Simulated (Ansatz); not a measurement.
TiO2: single point with PBE

TiO2:

```
Ti O
1.0
     4.76457    0.00000    0.00000
     0.00000    4.82317    0.00000
    -0.85426    0.00000    4.96659
Ti O
4 8
Direct
  0.27744 0.05281 0.21315
  0.72256 0.55281 0.28685
  0.72256 0.94719 0.78685
  0.27744 0.44719 0.71315
  0.06384 0.17697 0.85156
  0.93616 0.67697 0.64844
  0.93616 0.82303 0.14844
  0.06384 0.32303 0.35156
  0.44536 0.75763 0.46677
  0.55464 0.25763 0.03323
  0.55464 0.24237 0.53323
  0.44536 0.74237 0.96677
```

The cell comes from a database or a generator and needn't be the stable form of this composition.

The cell isn't the ideal one: strained by -1 %.

```json
{"Program": "Ansatz 0.2.0", "Task": "single point", "Functional": "PBE", "Potentials or basis": "Ansatz PAW", "Cutoff": "420 eV (not typed: the program's choice for these potentials)", "k mesh": "5 × 5 × 5", "Occupations": "fermi-dirac, width 0.05 eV", "Spin": "no spin polarisation"}
```

```yaml
Pressure: 9.6 GPa
Largest_force: 0.175 eV/Å
Band_gap_on_the_k_mesh: 2.36 eV, indirect (least direct gap 2.45 eV)
```

Forces in eV/Å, atoms in the order of the input:
```
Ti   0.130  0.006  0.106
Ti  -0.130  0.006 -0.106
Ti  -0.130 -0.006 -0.106
Ti   0.130 -0.006  0.106
O   -0.084  0.028 -0.081
O    0.084  0.028  0.081
O    0.084 -0.028  0.081
O   -0.084 -0.028 -0.081
O   -0.175  0.009 -0.008
O    0.175  0.009  0.008
O    0.175 -0.009  0.008
O   -0.175 -0.009 -0.008
```

Stress tensor (GPa, compression positive):
```
10.55  0.00  0.56
 0.00 10.85  0.00
 0.56  0.00  7.55
```

Levels at points of the mesh, in eV from the valence-band top:
```csv
k point,band 45,band 46,band 47,band 48,band 49,band 50,band 51,band 52
"(0.00, 0.00, 0.00)",-0.65,-0.59,-0.07,0.00,2.51,2.58,2.96,3.08
```

It took 7.7 s on 4 threads of Arm Neoverse V1, on a shared host, peak memory 0.59 GiB.

Caveat: odd divisions of the mesh miss points on the zone boundary, where band edges often lie, so the gap on the mesh can be too wide; the pressure holds a Pulay correction of +0.8 GPa for the finite cutoff. A k mesh can miss the band edges.
